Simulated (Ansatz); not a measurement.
# FeO (Wuestite) (R-3m) in Ansatz: notebook

One crystal, FeO (Wuestite), is run at these levels: LDA; tasks: single point, equation of state.

Program: Ansatz 0.2.0. These are calculated values, not measurements. Logs are shortened: lines on timing, memory, paths and dates and some standing lists are left out, and cuts for length are marked.

## (1) The crystal as given

It takes space group R-3m (No. 166, trigonal). The conventional cell has a = 3.038 Å, b = 3.038 Å, c = 7.559 Å, α = 90.00°, β = 90.00°, γ = 120.00°. Fe (site symmetry -3m) has 6 O at 2.16 Å as nearest neighbours. Around O (site symmetry -3m) lie 6 Fe at 2.16 Å.

## (2) Single point, LDA, collinear spin, ferromagnetic start, 9.46 Å³/atom (volume scaled by 0.94)

input.yaml

```yaml
crystal:
  lattice:
    - [1.4878158575, 0.8589908858, 2.4681429078]
    - [-1.4878158575, 0.8589908858, 2.4681429078]
    - [0.0, -1.7179817717, 2.4681429078]
  atoms:
    - { symbol: Fe, position: [0.0, 0.0, 0.0], spin: 3.0 }
    - { symbol: O, position: [0.5, 0.5, 0.5] }
hamiltonian:
  xc: lda
  pseudopotentials: { kind: paw }
magnetization:
  spin_polarized: true
kpoints:
  mp_grid: { grid: [11, 11, 11] }
scf:
  occupations: { method: fermi_dirac, width: 0.05 }
output:
  forces: true
  stress: true
  eigenvalues: true
  write_density: true
  write_potential: true
  elf: true
  volumetric_format: npy
```

Potentials or basis: Ansatz PAW.

On the command line:

```
$ ansatz run input.yaml --threads 2 --pin off --max-ram 5632MiB --backend cpu --events-out ev --progress --plain --runs-dir out
```

Standard output:

```text
Warning: RAYON_NUM_THREADS=2 ignored (pool sized by the plan → 2); use --threads N
Engine: ansatz 0.2.0, x86_64-unknown-linux-gnu
Pseudopotentials: kind: paw
Pseudopotential: Fe, paw, valence charge 16, recommended cutoff 420 eV (normal), Fe.paw.azcp
Pseudopotential: O, paw, valence charge 6, recommended cutoff 420 eV (normal), O.paw.azcp
Functional definition: SPW92
  exchange = slater_x
  correlation = pw_c
Crystal: 2 atoms, lattice volume = 18.926 Å³
Basis set: ecut = 420 eV, 339 PW (Γ)
Bands: 17, of which v1, the nominal top of the filled ones, is band 11 counted from 1 (10 counted from 0)
Symmetry: 12 space group operations
Space group: R-3m (ITA 166), of the structure as read, at distance tolerance 2.7e-5 Å
Magnetic group: BNS 166.97 (UNI 1327), of the structure as read, at distance tolerance 2.7e-5 Å
k-points: 146 of 1331
Non-local potential: Fe, projectors of the file, l = 0: 3, l = 1: 2, l = 2: 3, l = 3: 1
Non-local potential: O, projectors of the file, l = 0: 2, l = 1: 2, l = 2: 1
PAW form: soft (Blöchl's): semilocal exchange-correlation on the pseudo side does not see the compensation charge
PAW frozen core: Fe, regenerated for the run's functional, and the local potential with it (the file was generated under x = pbe(κ = 0.804, μ = 0.2195149727645171), c = pbe(β = 0.06672455060314922))
PAW frozen core: O, regenerated for the run's functional, and the local potential with it (the file was generated under x = pbe(κ = 0.804, μ = 0.2195149727645171), c = pbe(β = 0.06672455060314922))
PAW one-centre angular grid: Fe, 590 points (default); XC on 64 Gauss nodes
PAW one-centre angular grid: O, 110 points (default); XC on 64 Gauss nodes
Initial density: superposition of atomic densities (chi_scale 0.1, normalization cell, long waves kept (reshape's long-wave potential 0.00 eV rms))
Starting moments: Σ|m| = 3 μB on 1 of 2 sites
Initial wavefunctions: pseudopotential atomic-orbital guess
Functional: x = slater, c = lda
SCF iter   1: F=—  HF=-4973.679454 eV  |F-HF|=—  |Δ(HF+E_count)|=         —  Δρ=1.20e-1 (↑1.20e-1 ↓6.53e-2)  dr2=3.49e0  dr2_m=6.44e-1  M=3.434 μB ∫|m|=3.434 μB  β_m=0.30  ethr=3.10e-3  ⟨swp⟩=4.2  Hψ=20562  notcnv=0
Mixer restart at iter 1: flushing history
preconditioner: auto → none  [metal: Δε(μ)=0.017 eV  Ē_g=13.357 eV  σ=0.050 eV  W_gap=0.08  n_scr=8 (ndim 8)  ℏωp=31.9 eV  f_vac=0.000  D(μ)=2.88/eV (n_scr^D=58)  sad-step TF]
SCF iter   2: F=—  HF=-4974.048976 eV  |F-HF|=—  |Δ(HF+E_count)|=   3.70e-1  Δρ=8.83e-2 (↑8.83e-2 ↓6.13e-2)  dr2=4.55e-1  dr2_m=8.79e-1  M=3.831 μB ∫|m|=3.831 μB  β_m=0.49  ethr=3.10e-3  ⟨swp⟩=2.7  Hψ=11127  notcnv=0  defer=120
SCF iter   3: F=—  HF=-4974.192815 eV  |F-HF|=—  |Δ(HF+E_count)|=   1.44e-1  Δρ=2.98e-2 (↑2.91e-2 ↓2.98e-2)  dr2=9.76e-2  dr2_m=1.22e-1  M=3.864 μB ∫|m|=3.865 μB  β_m=0.61  ethr=2.07e-3  ⟨swp⟩=2.0  Hψ=8698  notcnv=0  defer=132
SCF iter   4: F=—  HF=-4974.238330 eV  |F-HF|=—  |Δ(HF+E_count)|=         —  Δρ=1.17e-2 (↑1.17e-2 ↓4.77e-3)  dr2=9.95e-3  dr2_m=1.00e-2  M=3.963 μB ∫|m|=3.967 μB  β_m=0.61  ethr=4.43e-4  ⟨swp⟩=2.7  Hψ=8857  notcnv=0  defer=132
Mixer restart at iter 4: flushing history
SCF iter   5: F=—  HF=-4974.242280 eV  |F-HF|=—  |Δ(HF+E_count)|=   3.95e-3  Δρ=4.94e-3 (↑1.78e-3 ↓4.94e-3)  dr2=2.85e-3  dr2_m=1.01e-3  M=3.957 μB ∫|m|=3.960 μB  β_m=0.64  ethr=4.52e-5  ⟨swp⟩=2.1  Hψ=10899  notcnv=0  defer=141
SCF iter   6: F=—  HF=-4974.242477 eV  |F-HF|=—  |Δ(HF+E_count)|=   1.97e-4  Δρ=3.49e-3 (↑3.49e-3 ↓1.09e-3)  dr2=1.07e-3  dr2_m=7.65e-4  M=3.965 μB ∫|m|=3.969 μB  β_m=0.61  ethr=1.30e-5  ⟨swp⟩=2.0  Hψ=9501  notcnv=0  defer=141
SCF iter   7: F=—  HF=-4974.242144 eV  |F-HF|=—  |Δ(HF+E_count)|=   3.33e-4  Δρ=1.35e-3 (↑8.86e-4 ↓1.35e-3)  dr2=5.85e-4  dr2_m=6.61e-5  M=3.968 μB ∫|m|=3.972 μB  β_m=0.51  ethr=4.89e-6  ⟨swp⟩=2.0  Hψ=9343  notcnv=0  defer=141
SCF iter   8: F=—  HF=-4974.242103 eV  |F-HF|=—  |Δ(HF+E_count)|=   4.05e-5  Δρ=2.92e-4 (↑2.92e-4 ↓1.24e-4)  dr2=6.96e-6  dr2_m=3.33e-6  M=3.968 μB ∫|m|=3.972 μB  β_m=0.69  ethr=2.66e-6  ⟨swp⟩=2.1  Hψ=7094  notcnv=0  defer=141
SCF iter   9: F=—  HF=-4974.242104 eV  |F-HF|=—  |Δ(HF+E_count)|=   2.43e-7  Δρ=5.84e-5 (↑5.84e-5 ↓1.67e-5)  dr2=4.84e-7  dr2_m=1.25e-7  M=3.967 μB ∫|m|=3.972 μB  β_m=0.84  ethr=3.16e-8  ⟨swp⟩=2.0  Hψ=7010  notcnv=0  defer=141
SCF iter  10: F=—  HF=-4974.242103 eV  |F-HF|=—  |Δ(HF+E_count)|=   1.06e-7  Δρ=3.15e-6 (↑3.15e-6 ↓2.29e-6)  dr2=2.96e-9  dr2_m=2.03e-10  M=3.967 μB ∫|m|=3.972 μB  β_m=0.84  ethr=2.20e-9  ⟨swp⟩=2.2  Hψ=6460  notcnv=0  defer=141
SCF iter  11: F=-4974.242103 eV  HF=-4974.242103 eV  |F-HF|=3.94e-10  |Δ(HF+E_count)|=  7.99e-10  Δρ=1.12e-6 (↑6.46e-7 ↓1.12e-6)  dr2=4.54e-10  dr2_m=4.51e-11  M=3.967 μB ∫|m|=3.972 μB  ethr=1.35e-11  ⟨swp⟩=5.7  Hψ=25564  notcnv=0
SCF 1 converged in 11 iterations: F = -4974.242103 eV  dr2 = 4.54e-10
SCF converged after 11 iterations
Magnetization: 3.9675 μB (12.9837 up, 9.0163 down)
Absolute magnetization: 3.9716 μB (∫|ρ↑−ρ↓|, with the PAW one-centre terms)
Spin contamination: 0.0100 ħ² per cell (⟨S²⟩ above its minimum at these occupations)
Per-site moments (μB) at R_I (Å): [(3.369591365202947, 0.8725514635864967), (0.34230061376695464, 0.8725514635864967)]
Free energy (F): -4974.242103 eV
Harris-Foulkes:  -4974.242103 eV  (|F-HF|=3.94e-10)
Internal energy: -4974.229071 eV  (E = F + TS)
E sigma→0 (E₀):  -4974.235587 eV
Entropy (-TS):   -0.013032 eV (-6.516 meV/atom)
Fermi energy:    15.242977 eV
--- Per-component energies (eV) ---
  E_band       = -249.307093
  E_kinetic    = 516.472311
  E_local      = -2526.472572  (includes V_loc(G=0)·N_el)
  E_nonlocal   = 284.389138
  E_hartree    = 1028.975153
  E_xc         = -186.367056
  E_vxc        = -240.577407  (∫ρ·V_xc dr)
  E_paw        = -1457.074814  (= ΣΔE_a)
  E_vpaw       = -341.071907  (= ΣTr[D̂ρ^β])
  E_aug_tail   = 0.003263  (compensation charges beyond the density's cutoff)
  E_ewald      = -2634.652950
  E_core_change = 0.498457  (= ΣΔE_core)
  E_smearing   = -0.013032  (= −TS)
  E_closure    = -0.000000  (closes the sum)
  Σ components = -4974.242103   (vs F -4974.242103, Δ=0.00e0)
--- Forces (eV/Å), atoms counted from 1 ---
  atom   1  Fe     0.00000000    -0.00000000    -0.00000000
  atom   2  O      0.00000000     0.00000000    -0.00000000
  max |Σ_I F_I| component: 8.68e-30 eV/Å
--- Stress (GPa, compression-positive) ---
       -5.583039       0.000000       0.000000
        0.000000      -5.583039       0.000000
        0.000000       0.000000      -6.443447
  P = ⅓ Tr σ = -5.8698 GPa (-58.698 kbar)
--- Band table (eV; the first three rows and the last of 292) ---
  k-point 0 ↑: bands = ["-73.6907", "-40.1045", "-40.0921", "-40.0921", "-5.7464", "11.1028", "11.2095", "11.2095", "11.4038", "11.4767", "11.4767", "11.7727", "11.7727", "15.6638", "30.5374", "32.3215", "32.7366"]
  k-point 1 ↑: bands = ["-73.6901", "-40.1059", "-40.0972", "-40.0929", "-5.6503", "10.3256", "10.4306", "10.5118", "11.5177", "11.5673", "11.8115", "12.4661", "12.4916", "16.2308", "29.3714", "32.1373", "32.4883"]
  k-point 2 ↑: bands = ["-73.6884", "-40.1158", "-40.1046", "-40.0950", "-5.3817", "8.9990", "9.6211", "9.7106", "11.7091", "11.7585", "12.0741", "13.3966", "13.4097", "17.4098", "27.4303", "31.1832", "31.4695"]
  k-point 145 ↓: bands = ["-69.7310", "-36.3425", "-36.2734", "-36.2692", "-3.7564", "6.8608", "9.6747", "9.7941", "15.5698", "15.6442", "15.8416", "17.7244", "18.0582", "20.7001", "24.9474", "28.4148", "29.3246"]
```

It took 13 s on 2 threads of Intel Xeon at 2.50GHz (Skylake/Cascade Lake), shared host; peak memory 0.39 GiB.

What came out:

| Property | Result |
| --- | --- |
| Free energy | -4974.2421 eV |
| Pressure | -5.9 GPa |
| Band gap on the k mesh | none (metal or under the smearing width) |
| Net moment | 3.97 μB per cell |
| Absolute moment | 3.97 μB per cell |
| Site moments | Fe +3.37; O +0.34 μB |

Caveat: the pressure holds a Pulay correction of +0.9 GPa for the finite cutoff; a cell with one magnetic atom can't hold antiferromagnetic order, which such compounds often take; semilocal functionals often make such compounds metallic where correlation or magnetic order opens a gap, which also shifts bond lengths; the PAW data sets come from PBE, with cores solved anew for the run's functional, which leaves a small shift of forces and pressure.

## (3) Single point, LDA, collinear spin, ferromagnetic start, 9.66 Å³/atom (volume scaled by 0.96)

input.yaml

```yaml
crystal:
  lattice:
    - [1.4982937792, 0.8650403168, 2.4855247686]
    - [-1.4982937792, 0.8650403168, 2.4855247686]
    - [0.0, -1.7300806335, 2.4855247686]
  atoms:
    - { symbol: Fe, position: [0.0, 0.0, 0.0], spin: 3.0 }
    - { symbol: O, position: [0.5, 0.5, 0.5] }
hamiltonian:
  xc: lda
  pseudopotentials: { kind: paw }
magnetization:
  spin_polarized: true
kpoints:
  mp_grid: { grid: [11, 11, 11] }
scf:
  occupations: { method: fermi_dirac, width: 0.05 }
output:
  forces: true
  stress: true
  eigenvalues: true
```

Potentials or basis: Ansatz PAW.

On the command line:

```
$ ansatz run input.yaml --threads 2 --pin off --max-ram 5632MiB --backend cpu --events-out ev --progress --plain --runs-dir out
```

Wall time 11 s (2 threads of Intel Xeon at 2.50GHz (Skylake/Cascade Lake), shared host); peak memory 0.39 GiB.

Results (log left out):

```
Free energy            : -4974.2226 eV
Pressure               : -9.6 GPa
Band gap on the k mesh : none (metal or under the smearing width)
Net moment             : 3.99 μB per cell
Absolute moment        : 4.00 μB per cell
Site moments           : Fe +3.40; O +0.34 μB
```

Caveat: the pressure holds a Pulay correction of +0.9 GPa for the finite cutoff; a cell with one magnetic atom can't hold antiferromagnetic order, which such compounds often take; semilocal functionals often make such compounds metallic where correlation or magnetic order opens a gap, which also shifts bond lengths; the PAW data sets come from PBE, with cores solved anew for the run's functional, which leaves a small shift of forces and pressure.

## (4) Single point, LDA, collinear spin, ferromagnetic start, 9.87 Å³/atom (volume scaled by 0.98)

input.yaml, as its differences from that of step 3:

```diff
@@ -2,5 +2,5 @@
   lattice:
-    - [1.4982937792, 0.8650403168, 2.4855247686]
-    - [-1.4982937792, 0.8650403168, 2.4855247686]
-    - [0.0, -1.7300806335, 2.4855247686]
+    - [1.5086271663, 0.8710063006, 2.5026668604]
+    - [-1.5086271663, 0.8710063006, 2.5026668604]
+    - [0.0, -1.7420126011, 2.5026668604]
   atoms:
```

On the command line:

```
$ ansatz run input.yaml --threads 2 --pin off --max-ram 5632MiB --backend cpu --events-out ev --progress --plain --runs-dir out
```

Run time: 11 s. Hardware: 2 threads of Intel Xeon at 2.50GHz (Skylake/Cascade Lake), shared host; peak memory 0.39 GiB.

Results (log left out):

* Free energy: -4974.1938 eV
* Pressure: -13.2 GPa
* Band gap on the k mesh: none (metal or under the smearing width)
* Net moment: 4.00 μB per cell
* Absolute moment: 4.00 μB per cell
* Site moments: Fe +3.41; O +0.34 μB

Caveat: the pressure holds a Pulay correction of +0.9 GPa for the finite cutoff; a cell with one magnetic atom can't hold antiferromagnetic order, which such compounds often take; semilocal functionals often make such compounds metallic where correlation or magnetic order opens a gap, which also shifts bond lengths; the PAW data sets come from PBE, with cores solved anew for the run's functional, which leaves a small shift of forces and pressure.

## (5) Single point, LDA, collinear spin, ferromagnetic start, 10.07 Å³/atom

input.yaml, as its differences from that of step 4:

```diff
@@ -2,5 +2,5 @@
   lattice:
-    - [1.5086271663, 0.8710063006, 2.5026668604]
-    - [-1.5086271663, 0.8710063006, 2.5026668604]
-    - [0.0, -1.7420126011, 2.5026668604]
+    - [1.5188209023, 0.8768916568, 2.5195772846]
+    - [-1.5188209023, 0.8768916568, 2.5195772846]
+    - [0.0, -1.7537833136, 2.5195772846]
   atoms:
```

On the command line:

```
$ ansatz run input.yaml --threads 2 --pin off --max-ram 5632MiB --backend cpu --events-out ev --progress --plain --runs-dir out
```

Run time: 11 s. Hardware: 2 threads of Intel Xeon at 2.50GHz (Skylake/Cascade Lake), shared host; peak memory 0.39 GiB.

It converged, with:

| Property | Result |
| --- | --- |
| Free energy | -4974.1564 eV |
| Pressure | -16.4 GPa |
| Band gap on the k mesh | none (metal or under the smearing width) |
| Net moment | 4.00 μB per cell |
| Absolute moment | 4.00 μB per cell |
| Site moments | Fe +3.42; O +0.34 μB |

Caveat: the pressure holds a Pulay correction of +0.9 GPa for the finite cutoff; a cell with one magnetic atom can't hold antiferromagnetic order, which such compounds often take; semilocal functionals often make such compounds metallic where correlation or magnetic order opens a gap, which also shifts bond lengths; the PAW data sets come from PBE, with cores solved anew for the run's functional, which leaves a small shift of forces and pressure.

## (6) Single point, LDA, collinear spin, ferromagnetic start, 10.27 Å³/atom (volume scaled by 1.02)

input.yaml, as its differences from that of step 5:

```diff
@@ -2,5 +2,5 @@
   lattice:
-    - [1.5188209023, 0.8768916568, 2.5195772846]
-    - [-1.5188209023, 0.8768916568, 2.5195772846]
-    - [0.0, -1.7537833136, 2.5195772846]
+    - [1.528879612, 0.8826990556, 2.5362637132]
+    - [-1.528879612, 0.8826990556, 2.5362637132]
+    - [0.0, -1.7653981111, 2.5362637132]
   atoms:
```

Potentials or basis: Ansatz PAW.

On the command line:

```
$ ansatz run input.yaml --threads 2 --pin off --max-ram 5632MiB --backend cpu --events-out ev --progress --plain --runs-dir out
```

Wall time 10 s (2 threads of Intel Xeon at 2.50GHz (Skylake/Cascade Lake), shared host); peak memory 0.4 GiB.

It converged, with:

```yaml
Free_energy: -4974.1114 eV
Pressure: -19.3 GPa
Band_gap_on_the_k_mesh: none (metal or under the smearing width)
Net_moment: 4.00 μB per cell
Absolute_moment: 4.01 μB per cell
Site_moments: Fe +3.43; O +0.33 μB
```

Caveat: the pressure holds a Pulay correction of +0.8 GPa for the finite cutoff; a cell with one magnetic atom can't hold antiferromagnetic order, which such compounds often take; semilocal functionals often make such compounds metallic where correlation or magnetic order opens a gap, which also shifts bond lengths; the PAW data sets come from PBE, with cores solved anew for the run's functional, which leaves a small shift of forces and pressure.

## (7) Single point, LDA, collinear spin, ferromagnetic start, 10.47 Å³/atom (volume scaled by 1.04)

input.yaml, as its differences from that of step 6:

```diff
@@ -2,5 +2,5 @@
   lattice:
-    - [1.528879612, 0.8826990556, 2.5362637132]
-    - [-1.528879612, 0.8826990556, 2.5362637132]
-    - [0.0, -1.7653981111, 2.5362637132]
+    - [1.5388076799, 0.8884310282, 2.5527334195]
+    - [-1.5388076799, 0.8884310282, 2.5527334195]
+    - [0.0, -1.7768620564, 2.5527334195]
   atoms:
@@ -21 +21,5 @@
   eigenvalues: true
+  write_density: true
+  write_potential: true
+  elf: true
+  volumetric_format: npy
```

On the command line:

```
$ ansatz run input.yaml --threads 2 --pin off --max-ram 5632MiB --backend cpu --events-out ev --progress --plain --runs-dir out
```

Run time: 12 s. Hardware: 2 threads of Intel Xeon at 2.50GHz (Skylake/Cascade Lake), shared host; peak memory 0.41 GiB.

It converged, with:

| Quantity | Value |
| --- | --- |
| Free energy | -4974.0597 eV |
| Pressure | -21.9 GPa |
| Band gap on the k mesh | none (metal or under the smearing width) |
| Net moment | 4.00 μB per cell |
| Absolute moment | 4.01 μB per cell |
| Site moments | Fe +3.44; O +0.33 μB |

Caveat: the pressure holds a Pulay correction of +0.8 GPa for the finite cutoff; a cell with one magnetic atom can't hold antiferromagnetic order, which such compounds often take; semilocal functionals often make such compounds metallic where correlation or magnetic order opens a gap, which also shifts bond lengths; the PAW data sets come from PBE, with cores solved anew for the run's functional, which leaves a small shift of forces and pressure.

## (8) Single point, LDA, collinear spin, ferromagnetic start, 10.67 Å³/atom (volume scaled by 1.06)

input.yaml

```yaml
crystal:
  lattice:
    - [1.5486092669, 0.8940899771, 2.5689933065]
    - [-1.5486092669, 0.8940899771, 2.5689933065]
    - [0.0, -1.7881799543, 2.5689933065]
  atoms:
    - { symbol: Fe, position: [0.0, 0.0, 0.0], spin: 3.0 }
    - { symbol: O, position: [0.5, 0.5, 0.5] }
hamiltonian:
  xc: lda
  pseudopotentials: { kind: paw }
magnetization:
  spin_polarized: true
kpoints:
  mp_grid: { grid: [11, 11, 11] }
scf:
  occupations: { method: fermi_dirac, width: 0.05 }
output:
  forces: true
  stress: true
  eigenvalues: true
```

On the command line:

```
$ ansatz run input.yaml --threads 2 --pin off --max-ram 5632MiB --backend cpu --events-out ev --progress --plain --runs-dir out
```

It took 10 s on 2 threads of Intel Xeon at 2.50GHz (Skylake/Cascade Lake), shared host; peak memory 0.4 GiB.

Results (log left out):

```yaml
Free_energy: -4974.0018 eV
Pressure: -24.1 GPa
Band_gap_on_the_k_mesh: none (metal or under the smearing width)
Net_moment: 4.00 μB per cell
Absolute_moment: 4.01 μB per cell
Site_moments: Fe +3.45; O +0.33 μB
```

Caveat: the pressure holds a Pulay correction of +0.8 GPa for the finite cutoff; a cell with one magnetic atom can't hold antiferromagnetic order, which such compounds often take; semilocal functionals often make such compounds metallic where correlation or magnetic order opens a gap, which also shifts bond lengths; the PAW data sets come from PBE, with cores solved anew for the run's functional, which leaves a small shift of forces and pressure.

## (9) Equation of state, LDA, collinear spin, ferromagnetic start

Potentials or basis: Ansatz PAW.

This step only gathers the single runs of the series.

Results:

* Equilibrium volume: 9.21 Å³/atom (rough: see the caveat)
* Bulk modulus at fixed shape and positions: 219 GPa (rough)

Energy against volume, from the lowest point:
| volume (Å³/atom) | energy (meV/atom) |
| --- | --- |
| 9.463 | 0.00 |
| 9.664 | 9.76 |
| 9.866 | 24.16 |
| 10.067 | 42.84 |
| 10.268 | 65.33 |
| 10.470 | 91.21 |
| 10.671 | 120.15 |

Caveat: the minimum lies outside the volumes run; the cell was scaled at fixed shape and fractional positions, which overstates the stiffness of a crystal with free parameters, most of all of layers and chains.
